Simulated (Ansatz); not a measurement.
Input and command of a calculation in Ansatz (plane waves; scalar-relativistic PAW potentials unless the input names others):

```yaml
crystal:
  lattice:
    - [3.520594038, 0.0, 0.0]
    - [-1.760297019, 3.0489238733, 0.0]
    - [0.0, 0.0, 4.2381206964]
  atoms:
    - { symbol: Mg, position: [0.6666666667, 0.3333333333, 0.75] }
    - { symbol: Mg, position: [0.3333333333, 0.6666666667, 0.25] }
    - { symbol: O, position: [0.6666666667, 0.3333333333, 0.25] }
    - { symbol: O, position: [0.3333333333, 0.6666666667, 0.75] }
basis:
  ecutwfc: 420
kpoints:
  mp_grid: { grid: [9, 9, 6] }
hamiltonian:
  xc: pbe
scf:
  occupations: { method: gaussian, width: 0.02 }
  algorithm: direct_min
output:
  forces: true
  eigenvalues: true
  stress: true
```

```bash
ansatz run input.yaml --threads 1 --pin off --max-ram 2560MiB --backend cpu --events-out ev --progress --plain --runs-dir out
```

Abridged log:
```
Pseudopotentials: kind: paw
Pseudopotential: Mg, paw, valence charge 10, recommended cutoff 420 eV (normal)
Pseudopotential: O, paw, valence charge 6, recommended cutoff 420 eV (normal)
Functional definition: PBE
Crystal: 4 atoms, lattice volume = 45.492 Å³
Basis set: ecut = 420 eV, 909 PW (Γ), exchange–correlation on 48×48×60 points (8 copies of the dense FFT grid, shifted against one another)
Bands: 20, of which v1, the nominal top of the filled ones, is band 16 counted from 1 (15 counted from 0)
Symmetry: 24 space group operations
Space group: P63/mmc (ITA 194), of the structure as read, at distance tolerance 3.6e-5 Å
k-points: 48 of 486
Initial density: superposition of atomic densities (neutral atoms: chi_scale 0, normalization atom), corrected by the library's trained network
Initial wavefunctions: pseudopotential atomic-orbital guess
Functional: x = pbe(κ = 0.804, μ = 0.21951497), c = pbe(β = 0.06672455)
SCF iter   1: F=—  HF=-4988.138695 eV  |F-HF|=—  |Δ(HF+E_count)|=         —  Δρ=1.09e-3  dr2=2.46e-4  ethr=1.77e-3  ⟨swp⟩=8.9  Hψ=4238  notcnv=0
SCF iter   2: F=—  HF=-4988.139268 eV  |F-HF|=—  |Δ(HF+E_count)|=   5.73e-4  Δρ=3.36e-4  dr2=2.71e-5  ethr=7.68e-7  ⟨swp⟩=5.1  Hψ=3300  notcnv=0  defer=16
SCF iter   3: F=—  HF=-4988.139257 eV  |F-HF|=—  |Δ(HF+E_count)|=   1.07e-5  Δρ=1.06e-4  dr2=2.80e-6  ethr=8.26e-9  ⟨swp⟩=2.4  Hψ=4253  notcnv=0  defer=3
SCF iter   4: F=-4988.139256 eV  HF=-4988.139256 eV  |F-HF|=4.37e-8  |Δ(HF+E_count)|=   1.31e-6  Δρ=1.17e-5  dr2=2.79e-8  ethr=8.26e-9  ⟨swp⟩=2.0  Hψ=1735  notcnv=0  defer=2
SCF 1 converged in 4 iterations: F = -4988.139256 eV  dr2 = 2.79e-8
  Residual-converged pass: ⟨swp⟩=3.8  Hψ=2571  notcnv=0  max |occ|·‖R‖ = 6.6e-6 eV (tolerance 6.7e-6 eV) dr2=3.19e-8  dr2_onsite=2.81e-8  max |Δocc| = 0.0e0
SCF converged after 4 iterations
Stability not checked: this state was not tested for a lower state beside it, because a direct minimisation reached the state, and no test of it is asked (direct_minimisation; see scf.lower_state_search)
Free energy (F): -4988.139256 eV
Harris-Foulkes:  -4988.139256 eV  (|F-HF|=4.37e-8)
Internal energy: -4988.139256 eV  (E = F + TS)
E sigma→0 (E₀):  -4988.139256 eV
Fermi energy:    7.500109 eV
--- Forces (eV/Å), atoms counted from 1 ---
  atom   1  Mg     0.00000000     0.00000000     0.00000000
  atom   2  Mg     0.00000000     0.00000000     0.00000000
  atom   3  O      0.00000000     0.00000000     0.00000000
  atom   4  O      0.00000000     0.00000000     0.00000000
--- Stress (GPa, compression-positive) ---
        0.010527       0.000000       0.000000
        0.000000       0.010527       0.000000
        0.000000       0.000000       0.016747
  P = ⅓ Tr σ = 0.0126 GPa (0.126 kbar)
```

Apart from outputs and empty bands, the input differs from a reference run on usual settings in scf.algorithm: not typed → "direct_min". The reference, at the same geometry, gave pressure 0.01 GPa, largest force 0.000 eV/Å, gap on the mesh 3.28 eV. This run converged in 4 SCF iterations with an energy at zero smearing within 0.01 meV/atom of the reference's, pressure 0.01 GPa, largest force 0.000 eV/Å, gap on the mesh 3.28 eV.

The run took 5 s on 1 thread of Intel(R) Xeon(R) Platinum 8375C CPU @ 2.90GHz (Ice Lake) (shared host), peak memory 0.42 GiB.